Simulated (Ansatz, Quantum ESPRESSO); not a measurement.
# LiF(001): dielectric constant from slabs in a field, part 7 of 7

Wanted: electronic and ionic screening from finite-field slabs, the first being LiF(001), 5 layers.

Quantum ESPRESSO 7.5; plane-wave DFT, PBE, GBRV ultrasoft pseudopotentials; geometry by Ansatz 0.2.0 with PAW datasets.

So far. Step 17 (Electrostatic potential, 9 layers): The slope in the vacuum is 0.100 eV/Å for an applied 0.10 V/Å, as it should be. Step 18 (Clamped-ion dielectric constant from the field inside …): ε = 0.1000 / 0.0490 = 2.04.

## (20) SCF with pw.x, 5 layers, with ecutwfc = 26, ecutrho = 208 and nosym = True

How much does a setting matter? One run is repeated with a change.

n5.f1.w0.in

```
&control
  prefix = 'n5.f1.w0'
  outdir = './out'
  pseudo_dir = './pseudo'
  calculation = 'scf'
  tprnfor = .true.
  tefield = .true.
  dipfield = .true.
/
&system
  ibrav = 0
  nat = 10
  ntyp = 2
  ecutwfc = 26
  ecutrho = 208
  occupations = 'fixed'
  edir = 3
  emaxpos = 0.97
  eopreg = 0.04
  eamp = 0.00194469
  nosym = .true.
/
&electrons
  conv_thr = 1e-10
  mixing_beta = 0.5
  electron_maxstep = 120
/
ATOMIC_SPECIES
  Li  6.9400  li_pbe_v1.4.uspp.F.UPF
  F   18.9984  f_pbe_v1.4.uspp.F.UPF
CELL_PARAMETERS angstrom
  2.87792459940000 0.00000000000000 0.00000000000000
  0.00000000000000 2.87792459940000 0.00000000000000
  0.00000000000000 0.00000000000000 24.14000000000000
ATOMIC_POSITIONS crystal
  Li  -0.000000000000 0.000000000000 0.333648074731
  F   0.500000000000 0.500000000000 0.330800501040
  Li  0.500000000000 0.500000000000 0.415377996905
  F   -0.000000000000 0.000000000000 0.415887482299
  Li  0.000000000000 0.000000000000 0.499999995967
  F   0.500000000000 0.500000000000 0.500000003334
  Li  0.500000000000 0.500000000000 0.584621995098
  F   -0.000000000000 0.000000000000 0.584112523338
  Li  0.000000000000 0.000000000000 0.666351917658
  F   0.500000000000 0.500000000000 0.669199509628
K_POINTS automatic
  8 8 1 0 0 0
```

Launch:

```console
OMP_NUM_THREADS=1 mpirun -n 4 pw.x -nk 4 -in n5.f1.w0.in > n5.f1.w0.out
```

Log:

```text
[banner, memory and clock lines left out]
Program PWSCF v.7.5 starts
[citation notice left out]

[...]
bravais-lattice index     =            0
     lattice parameter (alat)  =       5.4385  a.u.
     unit-cell volume          =    1349.2508 (a.u.)^3
     number of atoms/cell      =           10
     number of atomic types    =            2
     number of electrons       =        50.00
     number of Kohn-Sham states=           25
     kinetic-energy cutoff     =      26.0000  Ry
     charge density cutoff     =     208.0000  Ry
     scf convergence threshold =      1.0E-10
     mixing beta               =       0.5000
     number of iterations used =            8  plain     mixing
     Exchange-correlation=  SLA  PW   PBX  PBC
                           (   1   4   3   4   0   0   0)

[...]
PseudoPot. # 1 for Li read from file:
     ./pseudo/li_pbe_v1.4.uspp.F.UPF
     Pseudo is Ultrasoft, Zval =  3.0
     Generated by new atomic code, or converted to UPF format
     Using radial grid of  751 points,  5 beta functions with:
                l(1) =   0
                l(2) =   0
                l(3) =   0
                l(4) =   1
                l(5) =   1
     Q(r) pseudized with 10 coefficients,  rinner =    1.150   1.150   1.150

     PseudoPot. # 2 for F  read from file:
     ./pseudo/f_pbe_v1.4.uspp.F.UPF
     Pseudo is Ultrasoft, Zval =  7.0
     Generated by new atomic code, or converted to UPF format
     Using radial grid of  799 points,  4 beta functions with:
                l(1) =   0
                l(2) =   0
                l(3) =   1
                l(4) =   1
     Q(r) pseudized with  8 coefficients,  rinner =    0.950   0.950   0.950

     atomic species   valence    mass     pseudopotential
     Li                3.00     6.94000     Li( 1.00)
     F                 7.00    18.99840     F ( 1.00)

     No symmetry found

[...]
number of k points=    34
[...]
Dense  grid:    68449 G-vectors     FFT dimensions: (  25,  25, 216)

     Smooth grid:    24197 G-vectors     FFT dimensions: (  18,  18, 150)

     Initial potential from superposition of free atoms

     starting charge      47.7463, renormalised to      50.0000

     negative rho (up, down):  2.377E-04 0.000E+00

     Adding external electric field

     Computed dipole along edir(3) :
        Dipole               -0.0000 Ry au,         -0.0000 Debye
        Dipole field         -0.0000 Ry au,

        E field amplitude [Ha a.u.]:  1.9447E-03
        Potential amp.        0.1703 Ry
        Total length         43.7933 bohr

     Starting wfcs are   45 randomized atomic wfcs

     per-process dynamical memory:    45.1 Mb

     Self-consistent Calculation

     iteration #  1     ecut=    26.00 Ry     beta= 0.50
     Davidson diagonalization with overlap
     ethr =  1.00E-02,  avg # of iterations =  1.7

     Threshold (ethr) on eigenvalues was too large:
     Diagonalizing with lowered threshold

     Davidson diagonalization with overlap
     ethr =  4.32E-04,  avg # of iterations =  2.1

     negative rho (up, down):  1.528E-05 0.000E+00

     Adding external electric field

     Computed dipole along edir(3) :
        Dipole                0.0499 Ry au,          0.1268 Debye
        Dipole field          0.0005 Ry au,

        E field amplitude [Ha a.u.]:  1.9447E-03
        Potential amp.        0.1296 Ry
        Total length         43.7933 bohr

     total energy              =    -316.46654525 Ry
     estimated scf accuracy    <       0.24507840 Ry

     iteration #  2     ecut=    26.00 Ry     beta= 0.50
[...]
negative rho (up, down):  2.847E-05 0.000E+00

[...]
Dipole                0.0528 Ry au,          0.1342 Debye
[...]
E field amplitude [Ha a.u.]:  1.9447E-03
[...]
total energy              =    -316.48597531 Ry
     estimated scf accuracy    <       0.02963146 Ry

     iteration #  3     ecut=    26.00 Ry     beta= 0.50
[...]
negative rho (up, down):  2.675E-04 0.000E+00

[...]
Dipole                0.0489 Ry au,          0.1242 Debye
[...]
E field amplitude [Ha a.u.]:  1.9447E-03
[...]
total energy              =    -316.48591119 Ry
     estimated scf accuracy    <       0.00478020 Ry

     iteration #  4     ecut=    26.00 Ry     beta= 0.50
[...]
negative rho (up, down):  1.287E-04 0.000E+00

[...]
Dipole                0.0489 Ry au,          0.1242 Debye
[...]
E field amplitude [Ha a.u.]:  1.9447E-03
[...]
total energy              =    -316.48666813 Ry
     estimated scf accuracy    <       0.00045231 Ry

     iteration #  5     ecut=    26.00 Ry     beta= 0.50
[...]
negative rho (up, down):  9.625E-05 0.000E+00

[...]
Dipole                0.0480 Ry au,          0.1219 Debye
[...]
E field amplitude [Ha a.u.]:  1.9447E-03
[...]
total energy              =    -316.48682767 Ry
     estimated scf accuracy    <       0.00013145 Ry

     iteration #  6     ecut=    26.00 Ry     beta= 0.50
[...]
negative rho (up, down):  9.110E-05 0.000E+00

[...]
Dipole                0.0477 Ry au,          0.1213 Debye
[...]
E field amplitude [Ha a.u.]:  1.9447E-03
[...]
total energy              =    -316.48683618 Ry
     estimated scf accuracy    <       0.00001364 Ry

[...]
iteration #  9     ecut=    26.00 Ry     beta= 0.50
[...]
negative rho (up, down):  9.151E-05 0.000E+00

[...]
Dipole                0.0479 Ry au,          0.1218 Debye
[...]
E field amplitude [Ha a.u.]:  1.9447E-03
[...]
total energy              =    -316.48684421 Ry
     estimated scf accuracy    <       0.00000011 Ry

     iteration # 10     ecut=    26.00 Ry     beta= 0.50
[...]
negative rho (up, down):  9.180E-05 0.000E+00

[...]
Dipole                0.0479 Ry au,          0.1218 Debye
[...]
E field amplitude [Ha a.u.]:  1.9447E-03
[...]
total energy              =    -316.48684425 Ry
     estimated scf accuracy    <          5.8E-10 Ry

     iteration # 11     ecut=    26.00 Ry     beta= 0.50
[...]
negative rho (up, down):  9.196E-05 0.000E+00

[...]
Dipole                0.0479 Ry au,          0.1218 Debye
[...]
E field amplitude [Ha a.u.]:  1.9447E-03
[...]
total energy              =    -316.48684425 Ry
     estimated scf accuracy    <          1.9E-09 Ry

     iteration # 12     ecut=    26.00 Ry     beta= 0.50
[...]
negative rho (up, down):  9.215E-05 0.000E+00

[...]
Dipole                0.0479 Ry au,          0.1218 Debye
[...]
E field amplitude [Ha a.u.]:  1.9447E-03
[...]
End of self-consistent calculation

          k = 0.0000 0.0000 0.0000 (  3047 PWs)   bands (ev):

   -45.5086 -45.3046 -45.1872 -45.1330 -45.0899 -24.2897 -24.0792 -23.8043
   -23.6662 -23.3008  -6.9294  -6.2325  -5.3482  -5.2038  -5.2038  -4.9247
    -4.9247  -4.7344  -4.5868  -4.5868  -4.4146  -4.4146  -4.3561  -4.0986
    -4.0986

          k = 0.0000 0.1250 0.0000 (  3057 PWs)   bands (ev):

   -45.5067 -45.3024 -45.1851 -45.1315 -45.0877 -24.2588 -24.0560 -23.7954
   -23.6604 -23.2900  -6.8236  -6.2093  -5.5459  -5.3218  -5.1374  -5.0070
    -4.9248  -4.8691  -4.6873  -4.5525  -4.5293  -4.4074  -4.3823  -4.2280
    -4.0799

[...]
highest occupied level (ev):    -3.9562

!    total energy              =    -316.48684426 Ry
     estimated scf accuracy    <          3.8E-11 Ry

     The total energy is the sum of the following terms:
     one-electron contribution =   -2906.49569698 Ry
     hartree contribution      =    1463.83311909 Ry
     xc contribution           =     -64.44548170 Ry
     ewald contribution        =    1190.62138033 Ry
     electric field correction =      -0.00016500 Ry

     convergence has been achieved in  12 iterations

     Forces acting on atoms (cartesian axes, Ry/au):

     atom    1 type  1   force =    -0.00000004    0.00000002    0.00116226
     atom    2 type  2   force =    -0.00000003    0.00000001   -0.00242916
     atom    3 type  1   force =     0.00000004    0.00000003    0.00196757
     atom    4 type  2   force =     0.00000002    0.00000001   -0.00193468
     atom    5 type  1   force =    -0.00000002    0.00000002    0.00200134
     atom    6 type  2   force =    -0.00000003   -0.00000006   -0.00200595
     atom    7 type  1   force =    -0.00000001   -0.00000002    0.00203720
     atom    8 type  2   force =     0.00000005    0.00000000   -0.00206934
     atom    9 type  1   force =    -0.00000000   -0.00000001    0.00267863
     atom   10 type  2   force =     0.00000003    0.00000001   -0.00140788

     Total force =     0.006363     Total SCF correction =     0.000015

[...]
```

Elapsed: 15 s, on 4 MPI ranks of Arm Neoverse V2, shared host; peak memory 0.37 GiB.

The changed values were drawn from a wide range, not chosen for quality; the comparison shows what they did here together.

Beside the run it was changed from:

```csv
quantity,this run,unchanged run,difference
dipole along the normal (e·Å),0.02536,0.02527,8.3e-5
free energy (eV),-4306.023,-4310.303,4.3
wall time (s),15,29,
SCF iterations,12,13,
```

The free energy moves by +4.3e+02 meV an atom.

The physical values in this table move by up to 0.33 %.

## (21) SCF with pw.x, 5 layers, with mixing_beta = 0.3

Another try, with an input changed as a hurried user might.

n5.f1.bad.in

```
&control
  prefix = 'n5.f1.bad'
  outdir = './out'
  pseudo_dir = './pseudo'
  calculation = 'scf'
  tprnfor = .true.
  tefield = .true.
  dipfield = .true.
  mixing_beta = 0.3
/
&system
  ibrav = 0
  nat = 10
  ntyp = 2
  ecutwfc = 40
  ecutrho = 200
  occupations = 'fixed'
  edir = 3
  emaxpos = 0.97
  eopreg = 0.04
  eamp = 0.00194469
/
&electrons
  conv_thr = 1e-10
  mixing_beta = 0.5
  electron_maxstep = 50
/
ATOMIC_SPECIES
  Li  6.9400  li_pbe_v1.4.uspp.F.UPF
  F   18.9984  f_pbe_v1.4.uspp.F.UPF
CELL_PARAMETERS angstrom
  2.87792459940000 0.00000000000000 0.00000000000000
  0.00000000000000 2.87792459940000 0.00000000000000
  0.00000000000000 0.00000000000000 24.14000000000000
ATOMIC_POSITIONS crystal
  Li  -0.000000000000 0.000000000000 0.333648074731
  F   0.500000000000 0.500000000000 0.330800501040
  Li  0.500000000000 0.500000000000 0.415377996905
  F   -0.000000000000 0.000000000000 0.415887482299
  Li  0.000000000000 0.000000000000 0.499999995967
  F   0.500000000000 0.500000000000 0.500000003334
  Li  0.500000000000 0.500000000000 0.584621995098
  F   -0.000000000000 0.000000000000 0.584112523338
  Li  0.000000000000 0.000000000000 0.666351917658
  F   0.500000000000 0.500000000000 0.669199509628
K_POINTS automatic
  8 8 1 0 0 0
```

Launch:

```console
OMP_NUM_THREADS=1 mpirun -n 4 pw.x -nk 4 -in n5.f1.bad.in > n5.f1.bad.out
```

Log:

```text
[banner, memory and clock lines left out]
Program PWSCF v.7.5 starts

          URL

 %%%%%%%%%%%%%%%%%%%%%%%%%%%%%%%%%%%%%%%%%%%%%%%%%%%%%%%%%%%%%%%%%%%%%%%%%%%%%%
     Error in routine  read_namelists (1):
      bad line in namelist &control: "  mixing_beta = 0.3" (error could be in the previous line)
 %%%%%%%%%%%%%%%%%%%%%%%%%%%%%%%%%%%%%%%%%%%%%%%%%%%%%%%%%%%%%%%%%%%%%%%%%%%%%%

     stopping ...
[the rest left out]
```

Run time: 0.5 s. Hardware: 4 MPI ranks; peak memory 0.11 GiB.

The input was rejected at the start.

The program's message: “Error in routine  read_namelists (1): bad line in namelist &control: "  mixing_beta = 0.3" (error could be in the previous line)”

The change that led to it: control.mixing_beta = 0.3.

The message: “read_namelists (1): bad line in namelist &control: " mixing_beta = 0.3" (error could be in the previous line)”. The key doesn't belong in &control, and its own namelist already sets it; the stray line has to go.

## (22) By hand

A slab of thickness t takes t(1 − 1/ε) off the field's path. Four layers: (9.670 − 5.522) / 8.138 = 0.5098, so ε = 1/(1 − 0.5098) = 2.04.

## (23) Outcome

```json
{"clamped-ion dielectric constant, 5 layers": "2.04", "clamped-ion dielectric constant, 9 layers": "2.04", "relaxed-ion value, 5 layers, two rough readings (polarisability, inner slope)": "10.2, 9.6", "sheet polarisability, 5 layers": "5.52 Å", "sheet polarisability, 9 layers": "9.67 Å"}
```

The electronic dielectric constant inside comes to 2.04; with the ions free five layers give only rough readings (PBE, GBRV ultrasoft). Four more layers add 8.14 Å and 4.15 Å of sheet polarisability; 1 − 1/ε = 0.510 then gives ε = 2.04 for the interior, free of the surfaces. With the ions free 4πα/A grows from 5.52 to 9.76 Å. At the thickness that the clamped run implies, 10.83 Å, this is ε = 10.2, with the answer of the surface ions in it; the slope of the inner potential gives 9.6, but that slope is small and hangs on the window of the fit. The cubic lattice constant was set to 4.07 Å, near the PBE value. These functionals tend to put the electronic constant too high, and five layers have little bulk-like interior. Neither relaxed-ion reading is the bulk's static constant.

[Logs are printed without paths, hosts, clocks, repeated set-up lines and the standing remarks that a program may print on its own settings, such as how far it seeks lower states.]

[Hosts, paths, dates, database ids (printed as entryN), source tags and the programs' standing remarks are cut or masked in the printed files.]

[Maps of the electrostatic potential energy from Ansatz leave out the sawtooth potential of an applied field or a dipole correction, so their vacuum need not be flat; planar profiles and work functions include it.]
